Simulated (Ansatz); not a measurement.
The system is Se.

```
Se
1.0
     2.81056    0.00000    0.00000
     0.00000    2.81056    0.00000
     0.00000    0.00000    2.81056
Se
1
Direct
  0.00000 0.00000 0.00000
```

This isn't the form of Se at room conditions, which is trigonal, of chains.

- Program: Ansatz 0.2.0
- Task: relaxation of cell and atoms
- Functional: BLYP
- Potentials or basis: Ansatz PAW
- Cutoff: 420 eV (not typed: the program's choice for these potentials)
- k mesh: 9 × 9 × 9
- Occupations: fermi-dirac, width 0.05 eV
- Spin: no spin polarisation

At the start: volume 22.20 Å³/atom.

Q: Where does the relaxation end?

A: It ends after 5 steps and the volume is 24.74 Å³/atom (+11.4 %); space group Pm-3m (No. 221, to 0.05 Å).

The path:
```csv
step,energy change (eV),largest force (eV/Å),volume (Å³)
1,0.0000,0.0000,22.20
2,-0.0492,0.0000,25.69
3,-0.0552,0.0000,24.91
4,-0.0554,0.0000,24.74
5,-0.0557,0.0000,24.74
```

Final structure:
```cif
data_structure
_symmetry_space_group_name_H-M 'P 1'
_symmetry_Int_Tables_number 1
_cell_length_a 2.9139
_cell_length_b 2.9139
_cell_length_c 2.9139
_cell_angle_alpha 90.000
_cell_angle_beta 90.000
_cell_angle_gamma 90.000
_cell_volume 24.74
loop_
_atom_site_label
_atom_site_type_symbol
_atom_site_fract_x
_atom_site_fract_y
_atom_site_fract_z
_atom_site_occupancy
Se1 Se 0.00000 0.00000 0.00000 1
```

Caveat: the plane-wave basis is chosen anew once the cell has moved, so the energies of steps on either side of that aren't comparable; the PAW data sets come from PBE, with cores solved anew for the run's functional, which leaves a small shift of forces and pressure.
